## The decision

Before a cobalt cell is used to compute surfaces, elastic constants or magnetic properties, someone must decide whether to keep its size or relax it, and with which functional. The choice decides even the direction of the correction. Held in one and the same hexagonal cell, cobalt pushes outward with PBE and pulls inward with PBEsol.

GPAW 26.7.0 plane-wave PAW DFT with collinear spins for hexagonal cobalt in one fixed cell (2 atoms, a = 2.472 Å, c = 4.021 Å); the LDA row adds U = 6.2 eV on the Co d shell. All runs use a 600 eV cutoff, a 9 × 9 × 5 k mesh, Fermi–Dirac smearing of 0.05 eV and a ferromagnetic start. Pressure and stress are positive in compression.

```
functional                                           potentials  pressure (GPa)  stress xx (GPa)  stress zz (GPa)  cell moment (μB)
       LDA                 GPAW-PAW-data-sets-(gpaw-data-1.2.1)          -2.010            0.080           -6.180             4.000
       PBE                 GPAW-PAW-data-sets-(gpaw-data-1.2.1)           3.660            3.930            3.120             3.070
    PBEsol  PAW-data-sets-made-by gpaw-setup-for-the-functional          -6.390           -6.060           -7.050             3.070
    r2SCAN                 GPAW-PAW-data-sets-(gpaw-data-1.2.1)           0.760            1.440           -0.600             3.520
     SOGGA  PAW-data-sets-made-by gpaw-setup-for-the-functional          -6.790           -6.450           -7.450             3.070
```

A positive pressure means that the crystal is squeezed and would expand if released. The cell moment is the net spin moment of two atoms. Stress xx acts in the hexagonal plane and stress zz along the c axis.

## The rung does not set the order

Functionals are often ranked by rungs: LDA uses the local density, a GGA adds its gradient, and a meta-GGA such as r2SCAN adds the kinetic-energy density. Here the highest and the lowest pressure both belong to GGAs, PBE at the top and SOGGA at the bottom. The rung says which ingredients a functional has, but the pressure depends on how strongly it uses them.

The LDA row is an LDA+U calculation, with an added repulsion of 6.2 eV on the cobalt d shell. It can't stand for the lowest rung, where plain LDA would be expected to fall below even SOGGA. The row is treated separately below.

## Why PBE pushes and PBEsol pulls

PBE lies about 10 GPa above PBEsol, although the two give the same moment, 3.07 Bohr magnetons per cell. A change in magnetism therefore can't explain the gap. Theory points to the gradient term in the exchange energy.

For a gently varying density, a GGA multiplies the local exchange energy by

$$F(s)\approx 1+\mu s^2,$$

where $s$ measures how steeply the density varies and $\mu$ is the strength of the gradient term. Exchange energy is negative, so a larger $F$ lowers the total energy. When atoms move apart, the density between them thins out and becomes more uneven. A larger $\mu$ rewards this, and the reward for expansion appears as an outward push.

This is a guide for metals such as cobalt, not a rule for every bond. In the hydrogen molecule a gradient term also favours the separated atoms and so weakens the bond, yet PBE is known to give a slightly shorter bond than LDA. A weaker bond need not be a longer one.

PBEsol and SOGGA take $\mu$ from the slowly varying electron gas, which gives 0.56 of the PBE value. Their outward push is weaker, so bonding wins at this cell size. SOGGA keeps PBE's correlation and yet lands beside PBEsol, which suggests that exchange matters most. The evidence is not clean, because PBEsol and SOGGA also use atomic data sets generated separately from PBE's, and no run exchanges them.

## What the pressure means for the cell

A pressure becomes useful once it is turned into a change of size. The bulk modulus $B$ tells how fast the pressure $P$ falls as the volume $V$ grows, $B=-V\,\mathrm{d}P/\mathrm{d}V$. For a small expansion $\Delta V$ that brings the pressure to zero,

$$0\approx P-B\,\frac{\Delta V}{V}\quad\Rightarrow\quad \frac{\Delta V}{V}\approx\frac{P}{B}.$$

With a rough, recalled $B$ of 200 GPa for cobalt, PBE gives $3.66/200\approx 0.018$, an expansion of about 1.8 %. PBEsol asks for a contraction of about 3 %. Each edge changes by about a third of these amounts, so the two functionals disagree by between one and two per cent in length. That is enough to matter when a film is matched to a substrate.

The estimate uses one stiffness for all functionals and assumes that the cell keeps its shape. No relaxed cell is at hand to test it. It also can't tell which functional is right, since the table has no measured volume and the calculations leave out thermal expansion and zero-point motion.

## r2SCAN: two tendencies that oppose each other

r2SCAN gives a pressure close to zero, between PBE and PBEsol. By construction it recovers the electron-gas gradient behaviour where the density varies slowly, and this favours a tighter metal than PBE does. Its moment, however, is larger than PBE's by about 0.2 Bohr magnetons per atom, and a larger moment usually favours expansion.

The link between moment and size follows from the d band. Each atom has nine valence electrons, and raising the moment moves some of them from the minority spin to the majority spin. In a d band the low states bind and the high ones are antibonding. As a moment builds up in cobalt, the states filled at the top of the majority band are more antibonding than the minority states that are emptied. Cohesion weakens, and the atoms prefer more room. With PBE the majority d band is already nearly full, so it is less certain how much the extra moment of r2SCAN adds to the push.

The calculation shows the larger moment, but it doesn't separate the two contributions to the pressure. Functionals of this family are known to exaggerate moments in metals like cobalt, so the balance may rest in part on an error. The run also uses data sets made for PBE. A small pressure at this cell is therefore no proof that r2SCAN describes cobalt best. It is also an average: the crystal pushes outward in the plane, with 1.44 GPa, and pulls inward along c, with −0.60 GPa.

## LDA+U: a moderate average that hides an uneven stress

Plain LDA is known to bind 3d metals too tightly, so its pressure should lie below that of PBEsol. The LDA+U row lies about 4 GPa above PBEsol instead. The added repulsion offers a reason: it favours d orbitals that are either full or empty, which hinders the sharing of electrons between atoms and weakens the d bond. A run without the repulsion would be needed to measure its effect. A repulsion of this size is meant for localised d electrons, as in oxides, and is a poor choice for cobalt metal, where the d electrons are shared.

The moment fits this picture but doesn't prove it. It reaches 2.0 Bohr magnetons per atom, against about 1.5 in the three GGAs. Compared with PBE, the moment inside the atomic spheres grows by 0.59 and the total per atom by less than half a magneton, so the added spin sits close to the atoms, where the d electrons are.

The pressure of this row is a poor guide to its cell. In the plane the stress is almost zero, while along c it is −6.18 GPa. Released, the crystal would mainly shorten its c axis, and a relaxation that kept the shape fixed would miss this. The repulsion may have shifted electrons between d orbitals that point along c and those that lie in the plane, but this is a guess, because no orbital occupations are available. Calculations with such a repulsion can also settle in more than one state, and only one magnetic start was tried.

## Reading another functional

For a further functional in this cell, the first question is how strongly it rewards uneven density, and the second is whether it changes the moment. A GGA whose factor $F(s)$ runs between those of PBEsol and PBE, with similar correlation and the same moment, is expected to give a pressure between theirs. The value of $\mu$ alone isn't enough. RPBE shares PBE's $\mu$, but its $F$ is larger where the density varies more steeply, so it is expected to push outward harder than PBE. The differences and the volume estimates are listed in the printed output below.

Printed output of the fit:

```
Spin per Co atom:
     row  moment_muB  in_sphere_muB  outside_sphere_muB  majority_electrons
     LDA           2          2.204             -0.2044                 5.5
     PBE       1.535          1.616             -0.0808               5.268
  PBEsol       1.535          1.603             -0.0683               5.268
  r2SCAN        1.76            1.9             -0.1402                5.38
   SOGGA       1.535          1.603             -0.0675               5.268
Stress in GPa:
     row  pressure  in_plane_minus_c_axis
     LDA     -2.01                   6.26
     PBE      3.66                   0.81
  PBEsol     -6.39                   0.99
  r2SCAN      0.76                   2.04
   SOGGA     -6.79                      1
PBE pressure minus PBEsol pressure (GPa): 10.05
PBE pressure minus SOGGA pressure (GPa): 10.45
PBE pressure minus r2SCAN pressure (GPa): 2.9
PBEsol pressure minus SOGGA pressure (GPa): 0.4
LDA+U pressure minus PBEsol pressure (GPa): 4.38
Exchange gradient coefficient of PBEsol and SOGGA over that of PBE: 0.5612
Rise of moment per atom, r2SCAN over PBE (muB): 0.225
Rise of moment in the sphere, r2SCAN over PBE (muB): 0.2844
Rise of moment per atom, LDA+U over PBE (muB): 0.465
Rise of moment in the sphere, LDA+U over PBE (muB): 0.5886
Volume change asked for by PBE, rough (percent): 1.83
Volume change asked for by r2SCAN, rough (percent): 0.38
Volume change asked for by PBEsol, rough (percent): -3.195
Volume change asked for by SOGGA, rough (percent): -3.395
```
